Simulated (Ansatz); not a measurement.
# BN in Ansatz: a series of runs

One sheet, BN, is run at these levels: PBEsol, PBE; tasks: work function, projected density of states.

Program: Ansatz 0.2.0. These are calculated values, not measurements. Logs are shortened: lines on timing, memory, paths and dates and some standing lists are left out, and cuts for length are marked.

## (1) Starting point

The cell holds a sheet with vacuum, 2 atoms: a = 2.512 Å, b = 2.512 Å, c = 23.902 Å, α = 90.00°, β = 90.00°, γ = 120.00°.

The cell was built by a generator and needn't be a form met in nature.

## (2) Work function, PBEsol

input.yaml

```yaml
crystal:
  lattice:
    - [2.51206, -0.00423, 0.0]
    - [-1.25237, 2.17762, 0.0]
    - [0.0, 0.0, 23.9016]
  atoms:
    - { symbol: B, position: [0.99404, 0.99457, 0.31379] }
    - { symbol: "N", position: [0.66071, 0.32791, 0.31379] }
  periodic: [true, true, false]
kpoints:
  mp_grid: { grid: [12, 12, 1] }
scf:
  occupations: { method: fermi_dirac, width: 0.05 }
hamiltonian:
  xc: pbesol
  pseudopotentials: { kind: all_electron, lapw: { basis_error: 0.002 } }
output:
  forces: true
  stress: true
  eigenvalues: true
```

Potentials or basis: all-electron LAPW, scalar-relativistic.

Launch:

```bash
$ ansatz run input.yaml --threads 4 --pin off --max-ram 12288MiB --backend cpu --events-out ev --progress --plain --runs-dir out
```

Log:

```text
Warning: the atoms were moved onto the symmetric positions of the space group found under crystal.symmetry.tolerance 1.0e-5 (fractional; no operation is sought that the atoms, as they stand in a round, miss by more than twice it, and no atom is moved by as much as it), and the run uses the moved positions. Before a round's move an operation carried an atom to 1.26e-5 Å from where it should land, the largest such distance. Atom 0 (counting from 0) moved farthest, by 7.25e-6 Å; the longest move in fractions of the cell, of whichever atom, is 0.37 of the tolerance, in 1 round. To run the atoms as typed, lower crystal.symmetry.tolerance until the operations that they miss are no longer found, or set crystal.symmetry.detect: false (a key that needs symmetry detection or time reversal refuses this as the deck is read). The positions used, in the order of the run's atom list: position: [0.9940416666666667, 0.9945733333333333, 0.31379]; position: [0.6607083333333333, 0.3279066666666666, 0.31379]; The lattice was moved too: crystal.lattice keeps the space group found at crystal.symmetry.tolerance 1.0e-5 only nearly: the operation that it misses by the most changes a squared length by the fraction 3.72e-6. The run uses the lattice that is a stretch of the typed one, with no rotation, onto the one that keeps every operation to a double's rounding (on a very oblique basis the stretch itself rounds by more); the deck's lattice vector that moved farthest moved by 2.48e-6 Å. To run the lattice as typed, set crystal.symmetry.tolerance under 7.05e-7, the least fraction by which an operation that the lattice misses changes a squared length (the same key also sets how far an atom may lie from its image, so lowering it can lose operations that the atoms keep only within it), or set crystal.symmetry.detect: false, as for the atoms. crystal.lattice made exact, in Å and degrees: [[2.512058397374605, -0.004228101985236051, 0.0], [-1.2523675549582967, 2.17762043890905, 0.0], [0.0, 0.0, 23.9016]]. Pasted over the deck's crystal.lattice, beside positions in fractional coordinates, it runs the same cell (given as lengths and angles, that cell in the form's own orientation, a rigid turn of the misfit's size from the one run here, for which a checkpoint.post_process_only pass over this run's state can be refused: where this run relaxes nothing, give such a pass this deck's own crystal.lattice, as typed; behind a relaxation, as crystal.lattice, the state's own cell, identity.cell in its checkpoint.json), and a matrix so pasted ends this notice, except on a very skew basis of the lattice, where the rounding of the pasted numbers themselves can read as a misfit: the cell is then moved again, and that move is told again. The lattice as run is in this notice's lattice.as_run_ang field (Run.prep()["deck_notices"] in Python, the deck_notice line of an events file, deck_notices of ansatz run --dry-run=json, or deck_notices in record.json in the deck's checkpoint.write directory).
Warning: RAYON_NUM_THREADS=4 ignored (pool sized by the plan → 4); use --threads N
LAPW: plane waves up to 11.166 Å⁻¹, error target 2.0e-3 eV per atom; small_component_spin mean_spin; B in spheres of 0.682 Å, 5 of its electrons in bands, Dirac shells []; N in spheres of 0.768 Å, 7 of its electrons in bands, Dirac shells [] (how accurate: hamiltonian.pseudopotentials.lapw.basis_error, Limitations)
Engine: ansatz 0.2.0, aarch64-unknown-linux-gnu
Pseudopotentials: kind: all_electron
Pseudopotential: B, LAPW, valence charge 5, lapw/all_electron/scalar/gaussian/B, Koelling and Harmon's equation, gaussian nucleus
Pseudopotential: N, LAPW, valence charge 7, lapw/all_electron/scalar/gaussian/N, Koelling and Harmon's equation, gaussian nucleus
Functional definition: PBEsol
  exchange = pbesol_x
  correlation = pbesol_c
Crystal: 2 atoms, lattice volume = 130.623 Å³
Basis set: ecut = 474.98538477120036 eV, 3115 PW (Γ), exchange–correlation at level 2
Bands: 10, of which v1, the nominal top of the filled ones, is band 6 counted from 1 (5 counted from 0)
Symmetry: 12 space group operations
Space group: P-6m2 (ITA 187), of the structure as read, at distance tolerance 5.1e-5 Å
k-points: 19 of 144 (time reversal used)
Non-local potential: B, projectors of the file, none
Non-local potential: N, projectors of the file, none
Initial density: superposition of atomic densities (neutral atoms: chi_scale 0, normalization atom)
Initial wavefunctions: plane waves of lowest kinetic energy (no species holds an atomic orbital)
Functional: x = pbesol(κ = 0.804, μ = 0.12345679012345678), c = pbesol(β = 0.046)
iter 1 solved again at ethr=3.67e-2 eV; its pass at ethr=1.00e-1 eV (dr2=4.40e0 eV) is discarded
SCF iter   1: F=—  HF=-2162.072146 eV  |F-HF|=—  |Δ(HF+E_count)|=         —  Δρ=5.68e-2  dr2=4.37e0  ethr=3.67e-2  ⟨swp⟩=2.6  Hψ=1446  notcnv=0
preconditioner: auto → none  [insulator: Δε(μ)=6.472 eV  Ē_g=19.187 eV  σ=0.050 eV  W_gap=1.00  n_scr=12 (ndim 8)  ℏωp=9.2 eV  f_vac=0.810  D(μ)=0.00/eV (n_scr^D=0)  ε∞_Penn≈1.2]
iter 2 solved again at ethr=3.21e-3 eV; its pass at ethr=3.65e-2 eV (dr2=3.85e-1 eV) is discarded
SCF iter   2: F=—  HF=-2160.396783 eV  |F-HF|=—  |Δ(HF+E_count)|=    1.68e0  Δρ=2.20e-2  dr2=3.89e-1  ethr=3.21e-3  ⟨swp⟩=2.4  Hψ=1106  notcnv=0
SCF iter   3: F=—  HF=-2160.206629 eV  |F-HF|=—  |Δ(HF+E_count)|=   1.90e-1  Δρ=8.26e-3  dr2=6.39e-2  ethr=3.21e-3  ⟨swp⟩=3.0  Hψ=550  notcnv=0
SCF iter   4: F=—  HF=-2160.188843 eV  |F-HF|=—  |Δ(HF+E_count)|=         —  Δρ=1.82e-3  dr2=2.16e-3  ethr=5.32e-4  ⟨swp⟩=3.7  Hψ=659  notcnv=0  defer=3
the basis was enlarged: its passes take 49.2 KiB over the memory plan, 4 of 4 planned eigensolver slots
SCF iter   5: F=—  HF=-2160.188864 eV  |F-HF|=—  |Δ(HF+E_count)|=   2.04e-5  Δρ=2.17e-4  dr2=3.53e-5  ethr=1.80e-5  ⟨swp⟩=3.0  Hψ=535  notcnv=0
SCF iter   6: F=—  HF=-2160.188867 eV  |F-HF|=—  |Δ(HF+E_count)|=   3.76e-6  Δρ=1.86e-5  dr2=2.32e-7  ethr=2.94e-7  ⟨swp⟩=3.1  Hψ=500  notcnv=0
SCF iter   7: F=-2160.188868 eV  HF=-2160.188868 eV  |F-HF|=5.49e-10  |Δ(HF+E_count)|=   1.81e-7  Δρ=1.22e-6  dr2=8.50e-10  ethr=1.94e-9  ⟨swp⟩=3.5  Hψ=510  notcnv=0
SCF 1 converged in 7 iterations: F = -2160.188868 eV  dr2 = 8.50e-10
SCF converged after 7 iterations
Free energy (F): -2160.188868 eV
Harris-Foulkes:  -2160.188868 eV  (|F-HF|=5.49e-10)
Internal energy: -2160.188868 eV  (E = F + TS)
E sigma→0 (E₀):  -2160.188868 eV
Fermi energy:    -3.605508 eV
--- Per-component energies (eV) ---
  E_band       = -1214.801727
  E_kinetic    = 2151.326952
  E_xc         = -289.948086
  E_electrostatic = -4021.567733  (all electrons and nuclei)
  E_smearing   = -0.000000  (= −TS)
  E_closure    = 0.000000  (closes the sum)
  E_atoms      = -2141.847337  (free atoms, spherical and without spin; not in F)
  Σ components = -2160.188868   (vs F -2160.188868, Δ=0.00e0)
  Basis errors (estimates in eV, not in F): energy 1.3e-3 per atom: plane waves 1.2e-3 (7.6e-4 summed), levels above the bands 1.9e-48, relativity 2.9e-8, radial functions 8.6e-5, core shells 0.0e0; eigenvalues (radial functions only) 2.3e-5; not estimated: angular momenta, meshes, grids; target (lapw.basis_error) 2.0e-3; muffin-tin radii B 0.682 Å, N 0.768 Å
--- Forces (eV/Å), atoms counted from 1 ---
  atom   1  B      0.00000000    -0.00000000     0.00000000
  atom   2  N      0.00000000    -0.00000000     0.00000000
  max |Σ_I F_I| component: 2.22e-16 eV/Å
--- 2D stress c σ (N/m, compression-positive) ---
       -1.198648       0.000000       0.000000
        0.000000      -1.198648       0.000000
        0.000000       0.000000       0.000000
  P = ½ c Tr σ = -1.1986 N/m
--- Band table (eV; the first three rows and the last of 19) ---
  k-point 0: bands = ["-378.8103", "-176.5511", "-23.4787", "-11.1459", "-7.2387", "-7.2387", "-1.0773", "-0.1736", "0.4671", "0.7532"]
  k-point 1: bands = ["-378.8103", "-176.5511", "-23.3456", "-10.9671", "-7.7970", "-7.4965", "-0.8482", "0.0379", "0.6891", "0.9667"]
  k-point 2: bands = ["-378.8103", "-176.5511", "-22.9534", "-10.4388", "-9.2044", "-8.1237", "-0.1896", "0.6614", "1.3497", "1.5976"]
  k-point 18: bands = ["-378.8103", "-176.5510", "-19.8109", "-13.8161", "-13.0397", "-5.9055", "-1.2892", "6.3500", "7.3906", "8.6694"]
  the weakly bound empty levels are not read free of the cell's end (augmented_plane_waves)
```

Wall time 4.9 s (4 threads of Arm Neoverse V2, shared host); peak memory 0.6 GiB.

Results:

* Free energy: -2160.1889 eV
* Band gap on the k mesh: 4.62 eV, direct
* Work function: 3.61 eV

As with any semilocal functional, this PBEsol gap is likely too small.

## (3) Projected density of states, PBE

Edit input.yaml of step 2 so:

```diff
@@ -11,2 +11,13 @@
   mp_grid: { grid: [12, 12, 1] }
+  band_path:
+    path:
+      - [0.0, 0.0, 0.0]
+      - [0.5, 0.0, 0.0]
+      - [0.3333333333, 0.3333333333, 0.0]
+      - [0.0, 0.0, 0.0]
+      - [0.0, 0.0, 0.5]
+      - [0.5, 0.0, 0.5]
+      - [0.3333333333, 0.3333333333, 0.5]
+      - [0.0, 0.0, 0.5]
+    npoints: 10
 scf:
@@ -14,3 +25,3 @@
 hamiltonian:
-  xc: pbesol
+  xc: pbe
   pseudopotentials: { kind: all_electron, lapw: { basis_error: 0.002 } }
@@ -20 +31,4 @@
   eigenvalues: true
+  fatbands: true
+  dos: { projected: true, de: 0.1, e_range: [-10, 10] }
+  populations: true
```

Potentials or basis: all-electron LAPW, scalar-relativistic.

Launch:

```bash
$ ansatz run input.yaml --threads 4 --pin off --max-ram 12288MiB --backend cpu --events-out ev --progress --plain --runs-dir out
```

Run time: 13 s. Hardware: 4 threads of Arm Neoverse V2, shared host; peak memory 0.62 GiB.

Results (log left out):

| Quantity | Value |
| --- | --- |
| Free energy | -2168.8399 eV |
| Band gap on the k mesh | 4.66 eV, direct |
| Band gap along the path | 4.66 eV, direct |
| Loewdin charges | B +0.46; N -0.39 e |
| Work function | 3.50 eV |

Levels at the corners of the path, in eV from the valence-band top:
```tsv
point	band 3	band 4	band 5	band 6	band 7	band 8	band 9	band 10
Γ	-17.61	-5.20	-1.36	-1.36	4.69	5.59	6.29	6.55
M	-14.56	-8.85	-4.13	-0.90	4.78	9.66	12.44	12.88
K	-13.98	-7.86	-7.16	0.00	4.66	12.35	13.28	14.57
Γ	-17.61	-5.20	-1.36	-1.36	4.69	5.59	6.29	6.55
A	-17.61	-5.20	-1.36	-1.36	4.69	5.59	6.29	6.54
L	-14.56	-8.85	-4.13	-0.90	4.78	9.66	12.44	12.88
H	-13.98	-7.86	-7.16	0.00	4.66	12.35	13.28	14.57
A	-17.61	-5.20	-1.36	-1.36	4.69	5.59	6.29	6.54
```

States per cell in windows of 0.5 eV (zero at the valence-band top; states under -7 eV left out):
| from (eV) | total | N2 2p | B1 2p | B1 2s | N2 2s | B1 1s | N2 1s |
| --- | --- | --- | --- | --- | --- | --- | --- |
| -7.0 | 0.21 | 0.14 | 0.03 | 0.04 | 0.01 | 0.00 | 0.00 |
| -6.5 | 0.24 | 0.16 | 0.04 | 0.04 | 0.01 | 0.00 | 0.00 |
| -6.0 | 0.25 | 0.16 | 0.05 | 0.03 | 0.01 | 0.00 | 0.00 |
| -5.5 | 0.32 | 0.20 | 0.07 | 0.03 | 0.01 | 0.00 | 0.00 |
| -5.0 | 0.51 | 0.32 | 0.15 | 0.03 | 0.01 | 0.00 | 0.00 |
| -4.5 | 0.54 | 0.35 | 0.15 | 0.02 | 0.01 | 0.00 | 0.00 |
| -4.0 | 0.61 | 0.40 | 0.19 | 0.01 | 0.00 | 0.00 | 0.00 |
| -3.5 | 0.15 | 0.10 | 0.04 | 0.01 | 0.00 | 0.00 | 0.00 |
| -3.0 | 0.56 | 0.38 | 0.16 | 0.01 | 0.00 | 0.00 | 0.00 |
| -2.5 | 0.36 | 0.26 | 0.10 | 0.00 | 0.00 | 0.00 | 0.00 |
| -2.0 | 0.37 | 0.28 | 0.09 | 0.00 | 0.00 | 0.00 | 0.00 |
| -1.5 | 0.30 | 0.24 | 0.06 | 0.00 | 0.00 | 0.00 | 0.00 |
| -1.0 | 0.35 | 0.30 | 0.05 | 0.00 | 0.00 | 0.00 | 0.00 |
| -0.5 | 0.17 | 0.16 | 0.01 | 0.00 | 0.00 | 0.00 | 0.00 |
| 0.0 | 0.00 | 0.00 | 0.00 | 0.00 | 0.00 | 0.00 | 0.00 |
| 0.5 | 0.00 | 0.00 | 0.00 | 0.00 | 0.00 | 0.00 | 0.00 |
| 1.0 | 0.00 | 0.00 | 0.00 | 0.00 | 0.00 | 0.00 | 0.00 |
| 1.5 | 0.00 | 0.00 | 0.00 | 0.00 | 0.00 | 0.00 | 0.00 |
| 2.0 | 0.00 | 0.00 | 0.00 | 0.00 | 0.00 | 0.00 | 0.00 |
| 2.5 | 0.00 | 0.00 | 0.00 | 0.00 | 0.00 | 0.00 | 0.00 |
| 3.0 | 0.00 | 0.00 | 0.00 | 0.00 | 0.00 | 0.00 | 0.00 |
| 3.5 | 0.00 | 0.00 | 0.00 | 0.00 | 0.00 | 0.00 | 0.00 |
| 4.0 | 0.00 | 0.00 | 0.00 | 0.00 | 0.00 | 0.00 | 0.00 |
| 4.5 | 0.31 | 0.02 | 0.24 | 0.01 | 0.00 | 0.00 | 0.00 |
| 5.0 | 0.47 | 0.05 | 0.31 | 0.01 | 0.01 | 0.00 | 0.00 |
| 5.5 | 0.40 | 0.04 | 0.19 | 0.01 | 0.01 | 0.00 | 0.00 |
| 6.0 | 0.45 | 0.05 | 0.16 | 0.01 | 0.01 | 0.00 | 0.00 |
| 6.5 | 0.65 | 0.06 | 0.17 | 0.01 | 0.01 | 0.00 | 0.00 |
| 7.0 | 0.74 | 0.06 | 0.16 | 0.01 | 0.01 | 0.00 | 0.00 |
| 7.5 | 0.44 | 0.03 | 0.07 | 0.01 | 0.01 | 0.00 | 0.00 |
